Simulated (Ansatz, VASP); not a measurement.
**Two plane-wave programs on BaS**

INCAR

```
ALGO = Normal
EDIFF = 1E-6
ENCUT = 520
GGA = PE
ISIF = 2
ISMEAR = 0
LASPH = True
LCHARG = False
LREAL = False
LWAVE = False
NBANDS = 15
NELM = 80
PREC = Accurate
SIGMA = 0.01
```

Contents of KPOINTS:

```
k-points
0
Gamma
  4 4 4
```

The input POSCAR:

```
BaS
1.0
    0.0000000000      3.1937500000      3.1937500000
    3.1937500000      0.0000000000      3.1937500000
    3.1937500000      3.1937500000      0.0000000000
Ba S
1 1
Direct
    0.0000000000      0.0000000000      0.0000000000
    0.5000000000      0.5000000000      0.5000000000
```

Input for Ansatz:

```yaml
crystal:
  lattice:
    - [0.0, 3.19375, 3.19375]
    - [3.19375, 0.0, 3.19375]
    - [3.19375, 3.19375, 0.0]
  atoms:
    - { symbol: Ba, position: [0.0, 0.0, 0.0] }
    - { symbol: S, position: [0.5, 0.5, 0.5] }
kpoints:
  mp_grid:
    grid: [4, 4, 4]
hamiltonian:
  xc: pbe
  pseudopotentials:
    kind: paw
scf:
  occupations:
    method: fixed
output:
  forces: true
  stress: true
  eigenvalues: true
```

Alike in both runs: task single point; functional PBE; k mesh 4 × 4 × 4; no spin polarisation.

|  | VASP | Ansatz |
| --- | --- | --- |
| version | VASP 6.6.1 | Ansatz 0.2.0 |
| potentials or method | VASP PAW PBE potentials, release 64 (Ba_sv, S) | plane waves, PAW |
| plane-wave cutoff (eV) | 520 | 420 |
| occupations | gaussian, width 0.01 eV | fixed |
| valence electrons in the cell | 16 | 16 |

```csv
,VASP,Ansatz,Ansatz less VASP
gap on the k mesh at the Fermi level (eV),2.10,2.20,+0.100
pressure (GPa),1.5,0.9,-0.60
```

Caveats: the k mesh is coarse (spacing up to 0.43 Å⁻¹), so the values aren't converged; spin-orbit coupling is left out, which moves the levels of the heavy elements. Expect the measured gap to be larger: semilocal functionals such as PBE lack the derivative discontinuity. A k mesh can miss the band edges.
